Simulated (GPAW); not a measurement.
Input of a GPAW 26.7.0 run:

run.py

```python
from ase.calculators.mixing import SumCalculator
from ase.filters import FrechetCellFilter
from ase.io import read, write
from ase.optimize import LBFGS
from ase.units import GPa
from dftd3.ase import DFTD3
from gpaw import GPAW, PW

atoms = read('POSCAR')

calc = GPAW(mode=PW(800),
            xc='revPBE',
            kpts={'size': (11, 11, 11), 'gamma': True},
            occupations={'name': 'improved-tetrahedron-method'},
            nbands=18,
            convergence={'density': 1e-05, 'forces': 0.0001},
            maxiter=150,
            txt='gpaw.txt')
atoms.calc = SumCalculator([calc, DFTD3(method='revpbe', damping='d3bj')])
opt = LBFGS(FrechetCellFilter(atoms, scalar_pressure=2 * GPa), trajectory='relax.traj', logfile='-')
done = opt.run(fmax=0.02, steps=60)
calc.write('gs.gpw')
write('result.traj', atoms)
print('Converged:', done)
print('Cell:', atoms.cell.cellpar().round(4))
print('Volume:', round(atoms.get_volume(), 4))
print(atoms.get_scaled_positions().round(5))
```

The input POSCAR:

```
TiC
1.0
    0.0000000000      2.1657188437      2.1657188437
    2.1657188437      0.0000000000      2.1657188437
    2.1657188437      2.1657188437      0.0000000000
Ti C
1 1
Direct
    0.0000000000      0.0000000000      0.0000000000
    0.5000000000      0.5000000000      0.5000000000
```

Potentials or basis: the program's PAW data sets (release 1.2.1) made for this functional, pw.

Command:

```sh
$ OMP_NUM_THREADS=1 python run.py
```

Task: Predict the relaxed cell.

Result: a = 3.016 Å, b = 3.016 Å, c = 3.016 Å, α = 60.00°, β = 60.00°, γ = 60.00°.

Task: What does it give for the band gap on the k mesh?

Result: None (metal or under the smearing width).

Task: Estimate the relaxed volume.

Result: 9.70 Å³/atom.

Step by step:
```tsv
step	energy change (eV)	largest force (eV/Å)	pressure (GPa)	volume (Å³)
1	0.0000	0.0000	-9.78	20.32
2	-0.0147	0.0000	-5.95	19.99
3	-0.0197	0.0000	2.41	19.37
4	-0.0202	0.0000	1.99	19.40
```

Caveat: later steps reuse the first step's grids; pairwise dispersion overbinds metals, which lowers pressure and volume.
